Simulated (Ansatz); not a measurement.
Fluorite SnO2, relaxed with r2SCAN in Ansatz 0.2.0: the symmetry is Fm-3m (No. 225, cubic); a = 5.067 Å in the conventional setting, 10.84 Å³ an atom. Sn is surrounded by 8 O at 2.19 Å; O is surrounded by 4 Sn at 2.19 Å. The cell was then strained (x, y and z are the cube axes), with the atoms relaxed again; stress is positive in compression. The cell comes from a prototype generator: it can be a known phase or a hypothetical one. Spin polarisation is off.

- Uniaxial -1.72 % along z, other directions held: r2SCAN's stress changes by +10.04 GPa along the strain and +1.20 GPa across it.
- Isotropic +1.03 % on every length: the pressure changes by -6.50 GPa, and the HSE06 gap (W → Γ) goes from 1.684 to 1.335 eV.
- Epitaxial strain of +1.5 % in the (001) plane: the free normal strain is -0.30 % and the in-plane stress changes by -8.51 GPa.

(1) Estimate C₁₁, C₁₂ and the bulk modulus from the uniaxial step.

(2) What bulk modulus does the isotropic step give?

(3) Give the volume deformation potential of that gap and its pressure coefficient.

(4) What do the film's normal strain and stress say about the elastic constants?

(5) How much elastic energy does the film store, with 10.84 Å³ an atom?

Answers

(1) With compression positive, C₁₁ ≈ −Δσ∥/ε = (-10.04)/(-0.0172) = 584 GPa and C₁₂ ≈ (-1.20)/(-0.0172) = 70 GPa; B = (C₁₁ + 2C₁₂)/3 = 241 GPa. A one-sided step carries third-order terms: it reads high by some per cent.

(2) Δ ln V = 3 ln(1.0103) = +0.0307, so B ≈ −ΔP/Δ ln V = 211 GPa, against 241 GPa from C₁₁ and C₁₂; one-sided steps of finite size carry third-order terms.

(3) a_V = ΔE_g/Δ ln V = (-0.349)/(+0.0307) = -11.35 eV; dE_g/dP = −a_V/B = +54 meV/GPa, with HSE06's gap and r2SCAN's modulus.

(4) ε⊥/ε∥ = (-0.0030)/(+0.0150) = -0.20, which linear elasticity sets to −2C₁₂/C₁₁ = -0.24 from the uniaxial step. The biaxial modulus is M = −Δσ/ε∥ = 567 GPa (C₁₁ + C₁₂ − 2C₁₂²/C₁₁ = 637 GPa).

(5) u = M ε∥² = −Δσ ε∥ = +8.51 × (+0.0150) = 0.1276 GPa, and 1 GPa Å³ is 6.2415 meV: 8.64 meV an atom. The total energies of the two runs differ by 8.87 meV an atom.

No spin-orbit coupling is included; it can move band edges with weight on the heavy atoms by tenths of an eV.

Where an edge lies off the special points, it is a point of the mesh or the k point where a search put PBE's edge or least direct gap, reused for the other functionals, whose own edges may lie a little apart.

The meshes of the hybrids are coarse, so their gaps aren't converged to the digits shown.
